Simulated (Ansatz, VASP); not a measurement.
Two plane-wave programs on BN

Contents of INCAR:

```
  PREC = Accurate
  ENCUT = 520
  EDIFF = 1E-6
  ISMEAR = 0
  SIGMA = 0.05
  LREAL = False
  LASPH = True
  NELM = 80
  ALGO = Normal
  ISIF = 2
  LWAVE = False
  LCHARG = True
  GGA = PS
  LELF = True
  LVHAR = True
  NBANDS = 16
```

Contents of KPOINTS:

```
Automatic mesh
0
Gamma
  12 12 4
```

POSCAR

```
BN
1.0
    2.6437589137      0.0000000000      0.0000000000
   -1.3218794569      2.2895623807      0.0000000000
    0.0000000000      0.0000000000      6.2983546675
B N
2 2
Direct
    0.3333333333      0.6666666667      0.2500000000
    0.6666666667      0.3333333333      0.7500000000
    0.3333333333      0.6666666667      0.7500000000
    0.6666666667      0.3333333333      0.2500000000
```

Input for Ansatz:

```yaml
crystal:
  lattice:
    - [2.6437589137, 0.0, 0.0]
    - [-1.3218794569, 2.2895623807, 0.0]
    - [0.0, 0.0, 6.2983546675]
  atoms:
    - { symbol: B, position: [0.3333333333, 0.6666666667, 0.25] }
    - { symbol: B, position: [0.6666666667, 0.3333333333, 0.75] }
    - { symbol: "N", position: [0.3333333333, 0.6666666667, 0.75] }
    - { symbol: "N", position: [0.6666666667, 0.3333333333, 0.25] }
basis:
  ecutwfc: 420
kpoints:
  mp_grid: { grid: [12, 12, 4] }
hamiltonian:
  xc: pbesol
scf:
  occupations: { method: gaussian, width: 0.05 }
output:
  forces: true
  stress: true
  eigenvalues: true
```

Alike in both runs: task single point; functional PBEsol; k mesh 12 × 12 × 4; occupations gaussian, width 0.05 eV; no spin polarisation.

|  | VASP | Ansatz |
| --- | --- | --- |
| version | VASP 6.6.1 | Ansatz 0.2.0 |
| potentials or method | VASP PAW PBE potentials, release 64 (B, N) | scalar-relativistic, plane waves, PAW |
| plane-wave cutoff (eV) | 520 | 420 |
| valence electrons in the cell | 16 | 16 |

VASP gave:

* gap on the k mesh at the Fermi level (eV): 3.78
* least direct gap on the mesh (eV): 4.02

Task: What did Ansatz give for the same quantities?

Result: gap on the k mesh at the Fermi level (eV): 3.79; least direct gap on the mesh (eV): 4.03.

 A k mesh can miss the band edges. PBEsol gaps usually lie below the measured ones, often by a third to a half.
